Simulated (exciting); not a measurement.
This exciting (release sodium) run on Pt needs a look.

Contents of input.xml:

```xml
<input>
  <title>Pt</title>
  <structure speciespath="./" tshift="false">
    <crystal scale="1">
      <basevect>-2.931201435060 2.980383447180 3.021545461626</basevect>
      <basevect>2.887716947206 -3.020757445832 3.018436862151</basevect>
      <basevect>2.983794402835 3.073350413607 -3.061919460279</basevect>
    </crystal>
    <species speciesfile="Pt.xml" rmt="2.3">
      <atom coord="0.000000000000 0.000000000000 0.000000000000"/>
    </species>
  </structure>
  <groundstate do="fromscratch" ngridk="12 12 12" rgkmax="8" gmaxvr="14" lmaxapw="10" lmaxmat="10" lmaxvr="8" stype="Gaussian" swidth="-0.00036749" nempty="12" ValenceRelativity="iora*" epsengy="1e-05" epspot="1e-05" maxscl="75" outputlevel="normal">
    <libxc exchange="XC_GGA_X_PW91" correlation="XC_GGA_C_PW91"/>
  </groundstate>
  <properties>
    <bandstructure>
      <plot1d>
        <path steps="120">
          <point coord="0 -0.5 0.5" label="X"/>
          <point coord="0 0 0" label="G"/>
          <point coord="0 0 -0.5" label="Y" breakafter="true"/>
          <point coord="0 -0.5 0" label="L"/>
          <point coord="0 0 0" label="G"/>
          <point coord="0.5 0 0" label="Z" breakafter="true"/>
          <point coord="0.5 -0.5 0.5" label="N"/>
          <point coord="0 0 0" label="G"/>
          <point coord="0.5 0 -0.5" label="M" breakafter="true"/>
          <point coord="0.5 -0.5 0" label="R"/>
          <point coord="0 0 0" label="G"/>
        </path>
      </plot1d>
    </bandstructure>
  </properties>
</input>
```

Potentials or basis: all-electron LAPW+lo, shipped species files, valence relativity iora*.

Command:

```console
$ OMP_NUM_THREADS=1 exciting_smp
```

Output:

```text
Error(checkinput): <dir>/@swidth too small or negative :  -0.3674900000E-03
```

Problem. Diagnose the run.

Solution. The input was rejected before any iteration. The input holds a flaw that was put in on purpose: negative smearing width (swidth = -0.00036749).
